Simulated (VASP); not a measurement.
A run of VASP 6.6.1 is set up as follows.

The input INCAR:

```
PREC = Accurate
ENCUT = 600
EDIFF = 1E-7
ISMEAR = 0
SIGMA = 0.03
LREAL = False
LASPH = True
NELM = 80
ALGO = Normal
ISIF = 3
LWAVE = False
LCHARG = False
METAGGA = R2SCAN
LMIXTAU = True
IBRION = 2
NSW = 90
EDIFFG = -0.005
```

The input KPOINTS:

```
regular mesh
0
Gamma
  8 8 8
```

The input POSCAR:

```
InP                                     
1.0
   -0.0000000000      2.9520646736      2.9520646736
    2.9520646736     -0.0000000000      2.9520646736
    2.9520646736      2.9520646736      0.0000000000
  In              P             
     1     1
Direct
     0.0000000000000000    0.0000000000000000    0.0000000000000000
     0.2500000000000000    0.2500000000000000    0.2500000000000000
```

Potentials or basis: VASP PAW PBE potentials, release 64 (In_d, P).

Run with:

```console
$ cat potpaw_PBE.64/In_d/POTCAR potpaw_PBE.64/P/POTCAR > POTCAR
$ mpirun -np 1 vasp_std > vasp.out
```

Task: Estimate the band gap on the k mesh.

Result: 1.04 eV, direct.

Task: What does it give for the relaxed cell?

Result: a = 4.175 Å, b = 4.175 Å, c = 4.175 Å, α = 60.00°, β = 60.00°, γ = 60.00°.

Task: Estimate the space group after relaxing (to 0.05 Å).

Result: F-43m (No. 216).

Task: What does it give for the relaxed volume?

Result: 25.73 Å³/atom.

Final structure:
```xyz
2
Lattice="0.0000 2.9523 2.9523 2.9523 0.0000 2.9523 2.9523 2.9523 0.0000" Properties=species:S:1:pos:R:3 pbc="T T T"
In    0.0000    0.0000    0.0000
P     1.4762    1.4762    1.4762
```

Caveat: the PAW data sets were made with another functional, which shifts forces and pressure a little; spin-orbit coupling is left out, which moves the levels of the heavy elements. r2SCAN opens gaps a little over a GGA but as a rule still falls short of measured ones.
